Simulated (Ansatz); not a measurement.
InP: what changed settings do

All trials start from this Ansatz input:

```yaml
crystal:
  lattice:
    - [0.0, 2.9519763857, 2.9519763857]
    - [2.9519763857, 0.0, 2.9519763857]
    - [2.9519763857, 2.9519763857, 0.0]
  atoms:
    - { symbol: In, position: [0.0, 0.0, 0.0] }
    - { symbol: P, position: [0.25, 0.25, 0.25] }
basis:
  ecutwfc: 420
kpoints:
  mp_grid: { grid: [4, 4, 4] }
hamiltonian:
  xc: pbe
scf:
  occupations: { method: gaussian, width: 0.1 }
output:
  forces: true
  stress: true
  eigenvalues: true
```

Command:

```bash
ansatz run input.yaml --threads 1 --pin off --max-ram 1331MiB --backend cpu --events-out ev --progress --plain --runs-dir out
```

The run converges in 7 SCF iterations on 8 irreducible k-points: pressure 1.95 GPa, gap on the sampled k-points 0.58 eV.

These settings were drawn at random to show what each does; none of the numbers is a converged property of the crystal. Each trial's input is given as a difference from the reference's; energies are extrapolated to zero smearing where there is one, and pressure is positive in compression.

Trial 1 (volume scaled):

```diff
 crystal:
   lattice:
-    - [0.0, 2.9519763857, 2.9519763857]
-    - [2.9519763857, 0.0, 2.9519763857]
-    - [2.9519763857, 2.9519763857, 0.0]
+    - [0.0, 2.9411125403, 2.9411125403]
+    - [2.9411125403, 0.0, 2.9411125403]
+    - [2.9411125403, 2.9411125403, 0.0]
 hamiltonian:
-  xc: pbe
+  xc: pbesol
```

The run converges in 6 SCF iterations on 8 irreducible k-points: pressure 0.05 GPa, gap on the sampled k-points 0.54 eV.

Trial 2 (volume scaled):

```diff
 crystal:
   lattice:
-    - [0.0, 2.9519763857, 2.9519763857]
-    - [2.9519763857, 0.0, 2.9519763857]
-    - [2.9519763857, 2.9519763857, 0.0]
+    - [0.0, 2.8998953449, 2.8998953449]
+    - [2.8998953449, 0.0, 2.8998953449]
+    - [2.8998953449, 2.8998953449, 0.0]
 basis:
+  ecutrho_ratio: 8
 kpoints:
-  mp_grid: { grid: [4, 4, 4] }
+  mp_grid: { kspacing: 1.0 }
 scf:
-  occupations: { method: gaussian, width: 0.1 }
+  occupations: { method: fixed }
 output:
-  stress: true
+  stress: false
```

The run converges in 6 SCF iterations on 3 irreducible k-points: energy 907 meV per atom above the reference, gap on the sampled k-points 0.79 eV.

Trial 3:

```diff
 basis:
-  ecutwfc: 420
+  ecutwfc: "42 Ry"
+  precision: f64
 kpoints:
-  mp_grid: { grid: [4, 4, 4] }
+  mp_grid: { kspacing: 1.0 }
 hamiltonian:
+  dispersion: d3bj
 scf:
+  max_iter: 80
+  convergence: { dr2_threshold: "1e-10 eV" }
 output:
-  forces: true
+  forces: false
```

The run converges in 8 SCF iterations on 3 irreducible k-points: pressure 3.44 GPa, gap on the sampled k-points 0.49 eV.

Trial 4:

```diff
 basis:
-  ecutwfc: 420
+  ecutwfc: 500
 kpoints:
-  mp_grid: { grid: [4, 4, 4] }
+  mp_grid: { grid: [2, 2, 2], shift: [0.14, 0.49, 0.93] }
 hamiltonian:
-  xc: pbe
+  xc: r2scan
 scf:
-  occupations: { method: gaussian, width: 0.1 }
+  occupations: { method: fermi_dirac, width: "3000 K" }
+  n_extra_bands: 5
+  algorithm: density_mixing
+  max_iter: 99
```

The run converges in 6 SCF iterations on 8 irreducible k-points: pressure -0.45 GPa, largest force 0.359 eV/Å. It warns that the mesh lowers the symmetry.